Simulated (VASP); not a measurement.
Ru: relaxation of cell and atoms with PBEsol

Ru:

```xyz
2
Lattice="2.7078 0.0000 0.0000 -1.3539 2.3450 0.0000 0.0000 0.0000 4.2681" Properties=species:S:1:pos:R:3 pbc="T T T"
Ru    0.0000    1.5634    1.0670
Ru    1.3539    0.7817    3.2011
```

```json
{
 "Program": "VASP 6.6.1",
 "Task": "relaxation of cell and atoms",
 "Functional": "PBEsol",
 "Potentials or basis": "VASP PAW PBE potentials, release 64 (Ru_pv)",
 "Cutoff": "480 eV",
 "k mesh": "18 × 18 × 10",
 "Occupations": "gaussian, width 0.1 eV",
 "Spin": "no spin polarisation",
 "Further INCAR settings": "ALGO = Normal; EDIFF = 1e-07; IBRION = 2; EDIFFG = -0.005; NSW = 90; ISIF = 3"
}
```

- Relaxed volume: 13.32 Å³/atom
- Relaxed cell: a = 2.689 Å, b = 2.689 Å, c = 4.252 Å, α = 90.00°, β = 90.00°, γ = 120.00°
- Space group after relaxing (to 0.05 Å): P6_3/mmc (No. 194)
- Energy gained by relaxing: 4.4 meV/atom
- Ionic steps: 6
- Pressure after relaxing: 0.0 GPa
- Band gap on the k mesh: none (metal or under the smearing width)

The path:
```
step  energy change (eV)  largest force (eV/Å)  pressure (GPa)  volume (Å³)
   1              0.0000                0.0000           -5.79        27.10
   2              0.0812                0.0000           21.59        25.23
   3             -0.0087                0.0000           -0.14        26.64
   4             -0.0087                0.0000            0.07        26.63
   5             -0.0088                0.0000            0.01        26.63
   6             -0.0088                0.0000            0.02        26.63
```

Final structure:
```yaml
crystal:
  lattice:
    - [2.68931, 0.00000, 0.00000]
    - [-1.34466, 2.32901, 0.00000]
    - [0.00000, 0.00000, 4.25192]
  atoms:
    - { symbol: Ru, position: [0.33333, 0.66667, 0.25000] }
    - { symbol: Ru, position: [0.66667, 0.33333, 0.75000] }
```

Levels at points of the mesh, in eV from the Fermi level:
```csv
k point,band 10,band 11,band 12,band 13,band 14,band 15,band 16,band 17,band 18
"(0.00, 0.00, 0.00)",-2.68,-2.48,-1.97,-1.97,-1.43,-1.43,1.24,1.24,1.27
"(0.50, 0.00, 0.00)",-3.11,-2.13,-1.86,-1.56,1.49,1.93,2.01,4.17,6.24
"(0.00, 0.00, 0.50)",-2.85,-2.85,-2.85,-2.79,-2.79,0.58,0.58,0.58,0.58
"(0.50, 0.00, 0.50)",-4.67,-1.09,-1.09,0.45,0.45,1.76,1.76,3.45,3.45
```

Run time: 2 min on 1 thread of Intel(R) Xeon(R) 6975P-C (Granite Rapids) (shared host), peak memory 0.2 GiB.

Caveat: the PAW data sets were made with another functional, which shifts forces and pressure a little.
